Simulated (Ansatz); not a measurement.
Set up this calculation in Ansatz 0.2.0, as the native input.

| Property | Result |
| --- | --- |
| Task | relaxation of cell and atoms |
| Functional | revPBE0 |
| Potentials or basis | Ansatz PAW |
| Cutoff | 420 eV (not typed: the program's choice for these potentials) |
| k mesh | 5 × 5 × 3 |
| Occupations | fermi-dirac, width 0.05 eV |
| Spin | no spin polarisation |

The system is AlN.

```
CELL_PARAMETERS angstrom
3.11300 0.00000 0.00000
-1.55650 2.69594 0.00000
0.00000 0.00000 4.98100
ATOMIC_POSITIONS crystal
Al 0.66667 0.33333 0.50000
Al 0.33333 0.66667 0.00000
N 0.66667 0.33333 0.88000
N 0.33333 0.66667 0.38000
```

These files were run (other wordings do the same):

input.yaml

```yaml
crystal:
  lattice:
    - [3.113, 0.0, 0.0]
    - [-1.5565, 2.695937082, 0.0]
    - [0.0, 0.0, 4.981]
  atoms:
    - { symbol: Al, position: [0.6666666667, 0.3333333333, 0.5] }
    - { symbol: Al, position: [0.3333333333, 0.6666666667, 0.0] }
    - { symbol: "N", position: [0.6666666667, 0.3333333333, 0.88] }
    - { symbol: "N", position: [0.3333333333, 0.6666666667, 0.38] }
hamiltonian:
  xc: revpbe0
  pseudopotentials: { kind: paw }
kpoints:
  mp_grid: { grid: [5, 5, 3] }
scf:
  occupations: { method: fermi_dirac, width: 0.05 }
output:
  forces: true
  stress: true
relax:
  f_tol: 0.01
  max_steps: 40
  cell: { stress_tol: 0.05 }
```

Potentials or basis: Ansatz PAW.

The run is started by

```bash
$ ansatz run input.yaml --threads 2 --pin off --max-ram 5632MiB --backend cpu --events-out ev --progress --plain --runs-dir out
```

It gave:

```json
{
 "Relaxed volume": "10.47 Å³/atom",
 "Relaxed cell": "a = 3.115 Å, b = 3.115 Å, c = 4.984 Å, α = 90.00°, β = 90.00°, γ = 120.00°",
 "Space group after relaxing (to 0.05 Å)": "P6_3mc (No. 186)",
 "Energy gained by relaxing": "0.4 meV/atom",
 "Ionic steps": "5",
 "Pressure after relaxing": "0.0 GPa",
 "Band gap on the k mesh": "6.28 eV, direct"
}
```

Caveat: the k mesh is coarse (spacing up to 0.47 Å⁻¹), so the values aren't converged; odd divisions of the mesh miss points on the zone boundary, where band edges often lie, so the gap on the mesh can be too wide; the plane-wave basis is chosen anew once the cell has moved, so the energies of steps on either side of that aren't comparable; the pressure holds a Pulay correction of +0.4 GPa for the finite cutoff; the PAW data sets come from PBE, with cores solved anew for the run's functional, which leaves a small shift of forces and pressure.

It took 33 s on 2 threads of Arm Neoverse V1, with other jobs on the host, peak memory 0.58 GiB.
